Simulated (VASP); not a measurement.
SnO2 (Cassiterite), 6 atoms in the cell. It takes space group P4_2/mnm (No. 136, tetragonal). Conventional cell: a = 4.738 Å, b = 4.738 Å, c = 3.187 Å, α = 90.00°, β = 90.00°, γ = 90.00°. Sn (site symmetry mmm) has 6 O at 2.05 to 2.06 Å as nearest neighbours. O (site symmetry m2m) is surrounded by 3 Sn at 2.05 to 2.06 Å. 

| Item | Value |
| --- | --- |
| Program | VASP 6.6.1 |
| Task | relaxation of cell and atoms |
| Functional | LDA |
| Potentials or basis | VASP PAW LDA potentials, release 64 (Sn_d, O) |
| Cutoff | 600 eV |
| k mesh | 6 × 6 × 8 |
| Occupations | gaussian, width 0.03 eV |
| Spin | no spin polarisation |
| Further INCAR settings | ALGO = Normal; EDIFF = 1e-06; IBRION = 2; EDIFFG = -0.01; NSW = 90; ISIF = 3 |

Potentials or basis: VASP PAW LDA potentials, release 64 (Sn_d, O).

The run is started by

```sh
$ cat potpaw_LDA.64/Sn_d/POTCAR potpaw_LDA.64/O/POTCAR > POTCAR
$ mpirun -np 2 vasp_std > vasp.out
```

Hardware: 2 MPI ranks on Intel(R) Xeon(R) 6975P-C (Granite Rapids) (shared host).

**Question.** How long does it take, and how much memory?

**Answer.** Run time: 110 s on 2 MPI ranks on Intel(R) Xeon(R) 6975P-C (Granite Rapids), on a shared host, peak memory 0.24 GiB a rank. Counts: scf iterations 41, k points 50, ion steps 5.
